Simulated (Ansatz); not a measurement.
Starting cell, SrF₂ (fluorite):

```
SrF2
1.0
    0.00000     5.79063     5.79063
    2.89532     2.89532     5.79063
    2.89532     2.89532     0.00000
Sr F
2 4
Direct
  0.00000   0.00000   0.00000
  0.50000   0.00000   0.00000
  0.00000   0.25000   0.25000
  0.50000   0.25000   0.25000
  0.00000   0.75000   0.75000
  0.50000   0.75000   0.75000
```

The atoms are displaced by Q × the pattern below (from a DFPT mode at X = (0.5, 0.5, 0.0), largest move 1; Q in Å), at fixed cell. (q is in reciprocal vectors of the primitive cell; the cell shown is doubled to hold the pattern.)

```json
[
 {"atom": "F3", "x": "0.000", "y": "0.000", "z": "1.000"},
 {"atom": "F4", "x": "0.000", "y": "0.000", "z": "-1.000"},
 {"atom": "F5", "x": "0.000", "y": "0.000", "z": "1.000"},
 {"atom": "F6", "x": "0.000", "y": "0.000", "z": "-1.000"}
]
```

Atoms not listed stay in place.

Calculation: r2SCAN (plane waves to 500 eV, PAW, scalar-relativistic; Ansatz, an electronic-structure program). k mesh 10×10×10 (Γ-centred), Fermi-Dirac smearing 0.05 eV. Energies are smeared free energies. SrF2 was relaxed with its symmetry unable to fall. The zero of ΔE is the undisplaced structure.

```tsv
Q (Å)	ΔE (eV/cell)
-0.100	0.0366
-0.067	0.0162
-0.033	0.0040
0.000	0.0000
0.033	0.0040
0.067	0.0162
0.100	0.0366
```

Task: Which DFPT wavenumber at X = (0.5, 0.5, 0.0) belongs to this mode?
A) 161 cm⁻¹
B) 355 cm⁻¹
C) 192 cm⁻¹
D) 128 cm⁻¹

Result: A, 161 cm⁻¹. The curvature of the scan gives 161 cm⁻¹

(For displaced atoms, the force is minus the slope of the energy, and its curvature is a force constant, which sets phonon frequencies.)
